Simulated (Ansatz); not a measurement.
## Which element?

Cell vectors (Å):

```
0.0000 2.3957 2.3957
2.3957 0.0000 2.3957
2.3957 2.3957 0.0000
```

```
atom       a       b       c
  Na  0.0000  0.0000  0.0000
   X  0.5000  0.5000  0.5000
```

These are results of PBEsol, all-electron PAW in Ansatz 0.2.0, datasets made for the crystal, scalar-relativistic, not measurements. k mesh 8×8×8, strains of ±0.005, fixed occupations.

Elastic constants of a crystal by Kohn-Sham DFT: slopes of the stress over finite engineering strains of the given cell, Voigt indices, Cartesian axes as in the cell vectors.

| index | elastic (GPa) |
| --- | --- |
| 11 | 47.3 |
| 12 | 12.3 |
| 44 | 22.4 |

Problem. All X atoms are one element. Which one was computed?

Solution. H; the crystal is NaH (Fm-3m).
